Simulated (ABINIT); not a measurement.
The system is Al.

```
Al
1.0
     0.00000    2.02481    2.02481
     2.02481    0.00000    2.02481
     2.02481    2.02481    0.00000
Al
1
Cartesian
  0.0000 0.0000 0.0000
```

Base run:

- Program: ABINIT 10.8.3 (patched build)
- Functional: HCTH407
- Potentials or basis: JTH PAW PBE v2.0
- Cutoff: 544 eV
- k mesh: 11 × 11 × 11
- Occupations: fermi-dirac, width 0.05 eV
- Spin: no spin polarisation

Its results: band gap on the k mesh none (metal or under the smearing width); pressure -10.7 GPa.

Problem. After a change of settings the same cell gave: band gap on the k mesh none (metal or under the smearing width); pressure -2.4 GPa. Which change was it?
A. functional from HCTH407 to AM05
B. functional from HCTH407 to PBE; potentials or basis from JTH PAW PBE v2.0 to SPMS NC PBE v1.0; cutoff from 544 eV to 435 eV
C. functional from HCTH407 to PBE; potentials or basis from JTH PAW PBE v2.0 to PseudoDojo NC SR PBE v0.5 standard
D. functional from HCTH407 to HLE16

Solution. A.

Caveats: the PAW data sets were made with another functional, which shifts forces and pressure a little.
